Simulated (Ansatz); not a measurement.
## Migration of Cd in CdS

The calculation used DFT PBE, scalar-relativistic, plane waves, PAW (Ansatz). Settings: 420 eV cutoff, 2×2×2 k-mesh, Gaussian smearing of 0.02 eV, no spin polarisation.

Host crystal, relaxed:

```
Cd S
1.0
     4.19732    0.00000    0.00000
    -2.09866    3.63498    0.00000
     0.00000    0.00000    6.83073
Cd S
2 2
Direct
  0.66667 0.33333 0.50026
  0.33333 0.66667 0.00026
  0.66667 0.33333 0.87674
  0.33333 0.66667 0.37674
```

In a supercell of 12 host sites, interstitial Cd hops to an equivalent place, moving 3.42 Å between the relaxed ends. Climbing-image nudged elastic band at fixed cell with images 0 (start) to 6 (end), the path measured over all atoms, converged to 0.05 eV/Å; the order of the saddle wasn't checked, and the small cell leaves errors of about a tenth of an eV.

Supercell rows in host cell vectors: 0 0 1; -2 -1 0; 1 -1 0. Cd was set at (0.000, 0.000, 0.179) of the host cell.

At the relaxed start Cd has 3 S at 2.88 Å, 3 Cd at 2.91 Å, 3 Cd at 3.08 Å.

**Question.** How high is the barrier, and where does the atom pass?

**Answer.** 1.31 eV at image 3, where Cd has 3 Cd at 2.63 Å, 3 S at 2.65 Å.

Cost: 1 run of about 3.3 core-minutes, on Intel Xeon Platinum 8488C (Sapphire Rapids) (shared hosts).